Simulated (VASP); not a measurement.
Input of a VASP 6.6.1 run:

INCAR

```
PREC = Accurate ; ENCUT = 520
EDIFF = 1E-6 ; ISMEAR = 0
SIGMA = 0.05 ; LREAL = F
LASPH = T ; NELM = 80
ALGO = Normal ; ISIF = 2
LWAVE = F ; LCHARG = F
GGA = PS ; NBANDS = 26
```

The input KPOINTS:

```
Automatic mesh
0
Gamma
  7 7 4
```

Contents of POSCAR:

```
CdSe
1.0
    4.3000000000      0.0000000000      0.0000000000
   -2.1500000000      3.7239092363      0.0000000000
    0.0000000000      0.0000000000      7.0200000000
Cd Se
2 2
Direct
    0.6666666667      0.3333333333      0.5000000000
    0.3333333333      0.6666666667      0.0000000000
    0.6666666667      0.3333333333      0.8850000000
    0.3333333333      0.6666666667      0.3850000000
```

Potentials or basis: VASP PAW PBE potentials, release 64 (Cd, Se).

Command:

```sh
$ cat potpaw_PBE.64/Cd/POTCAR potpaw_PBE.64/Se/POTCAR > POTCAR
$ mpirun -np 1 vasp_std > vasp.out
```

(1) What does it give for the band gap on the k mesh?

(2) What does it give for the largest force?

(3) What does it give for the pressure?

Results:

(1) 0.58 eV.

(2) 0.275 eV/Å.

(3) 0.5 GPa.

Caveat: the PAW data sets were made with another functional, which shifts forces and pressure a little.

**Experimental background.**

A printed reference work, data compilation reports, for a bulk crystal of CdSe at 2 K: band gap 1.841 eV.

A measured gap of CdSe is 1.841 eV (2 K; a printed reference work, data compilation); the calculated 0.58 eV misses it by -1.26 eV. So large a miss can be the level of theory's own, or it may mean another phase, state or a wrong row. Spin-orbit coupling on Cd, Se is left out. The value is that of PBEsol, without temperature or zero-point motion. Semilocal functionals fall short of measured gaps as a rule.
